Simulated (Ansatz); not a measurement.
Runs of Ansatz 0.2.0 on GaP. Symmetry: F-43m, No. 216, cubic system. Conventional cell: a = 5.451 Å, b = 5.451 Å, c = 5.451 Å, α = 90.00°, β = 90.00°, γ = 90.00°. Ga (site symmetry -43m) is surrounded by 4 P at 2.36 Å. Around P (site symmetry -43m) lie 4 Ga at 2.36 Å. 

| task | level | potentials or basis | cell | cutoff (eV) | smearing | basis error allowed | gap on the mesh (eV) | pressure (GPa) | relaxed volume (Å³/atom) |
| --- | --- | --- | --- | --- | --- | --- | --- | --- | --- |
| relaxation of cell and atoms | PBEsol+D4 | all-electron LAPW, scalar-relativistic | relaxed | - | fermi-dirac 0.05 eV | 0.001 eV/atom | 1.46 | 0.0 | 19.69 |
| Born charges and dielectric tensor | LDA | all-electron PAW datasets made for the crystal | as given | 270 | fixed | - | 1.49 | - | - |
| band structure | revPBE | all-electron LAPW, scalar-relativistic | as given | 278 | fermi-dirac 0.05 eV | 0.001 eV/atom | (a) | 4.0 | - |
| relaxation of cell and atoms | revPBE+D3(BJ) | all-electron LAPW, scalar-relativistic | relaxed | - | fermi-dirac 0.05 eV | 0.001 eV/atom | 1.68 | 0.0 | 19.89 |
| relaxation of cell and atoms | BLYP+D4 | all-electron LAPW, scalar-relativistic | relaxed | - | fermi-dirac 0.05 eV | 0.001 eV/atom | 1.68 | 0.0 | (b) |
| band structure | RPBE | all-electron LAPW, scalar-relativistic | as given | 278 | fermi-dirac 0.05 eV | 0.001 eV/atom | 1.74 | (c) | - |

Alike in all rows: no spin polarisation; k mesh 8 × 8 × 8.

Estimate the missing entries.

(a) 1.71; (b) 20.14; (c) 4.6.

Caveats: the program warned that the printed levels may be off, so bands, gaps and densities of states are rough (some runs).

A k mesh can miss the band edges, and the runs leave out spin-orbit coupling on Ga.

The runs don't all hold the same shells in valence.

Runs at the PBE level aren't shown here.
